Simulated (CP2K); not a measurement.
Crystal: Bi2Te2Se.

```
Bi Te Se
1.0
    10.87569    0.00000    0.00000
    10.01694    4.23576    0.00000
    10.01694    2.03083    3.71718
Bi Te Se
2 2 1
Direct
  0.39172 0.39172 0.39172
  0.60828 0.60828 0.60828
  0.78040 0.78040 0.78040
  0.21960 0.21960 0.21960
  0.00000 0.00000 0.00000
```

The cell is a database's computed one.

| Item | Value |
| --- | --- |
| Program | CP2K 2026.2 |
| Task | relaxation of cell and atoms |
| Functional | LDA |
| Potentials or basis | GTH_POTENTIALS Bi GTH-PADE-q5, Te GTH-PADE-q6, Se GTH-PADE-q6; TZVP-MOLOPT-PBE-GTH basis |
| Density cutoff | 6123 eV |
| k mesh | 6 × 6 × 6 |
| Occupations | fermi-dirac, width 0.0259 eV |
| Spin | no spin polarisation |

At the start: pressure -2.3 GPa; volume 34.25 Å³/atom.

Task: How do energy, volume and symmetry change on relaxing?

Result: Over 14 steps the energy falls by 18.6 meV/atom and the volume is 31.58 Å³/atom (-7.8 %); space group R-3m (No. 166, to 0.05 Å).

The path:
| step | energy change (eV) | largest force (eV/Å) | volume (Å³) |
| --- | --- | --- | --- |
| 1 | 0.0000 | 0.0799 | 171.12 |
| 2 | -0.0411 | 0.2975 | 165.99 |
| 3 | -0.0433 | 0.2634 | 166.03 |
| 4 | -0.0532 | 0.1237 | 165.09 |
| 5 | -0.0543 | 0.1646 | 164.58 |
| 6 | -0.0563 | 0.2023 | 163.77 |
| 7 | -0.0603 | 0.2409 | 162.43 |
| 8 | -0.0687 | 0.2676 | 160.03 |
| 9 | -0.0801 | 0.2252 | 157.31 |
| 10 | -0.0890 | 0.1056 | 156.39 |
| 11 | -0.0926 | 0.0112 | 157.38 |
| 12 | -0.0928 | 0.0010 | 157.87 |
| 13 | -0.0928 | 0.0002 | 157.90 |
| 14 | -0.0928 | 0.0002 | 157.90 |

Final structure:
```yaml
crystal:
  lattice:
    - [10.58562, 0.00000, 0.00000]
    - [9.74977, 4.12279, 0.00000]
    - [9.74977, 1.97666, 3.61803]
  atoms:
    - { symbol: Bi, position: [0.39339, 0.39339, 0.39339] }
    - { symbol: Bi, position: [0.60661, 0.60661, 0.60661] }
    - { symbol: Te, position: [0.78466, 0.78466, 0.78466] }
    - { symbol: Te, position: [0.21534, 0.21534, 0.21534] }
    - { symbol: Se, position: [0.00000, 0.00000, 0.00000] }
```

Caveat: the printed path begins after the first move; with these potentials and basis sets, volumes of gold and of layered tellurides can stand 1.5 % and more from those of plane-wave programs; the basis of atomic orbitals isn't converged, which shifts pressures, moduli and gaps.
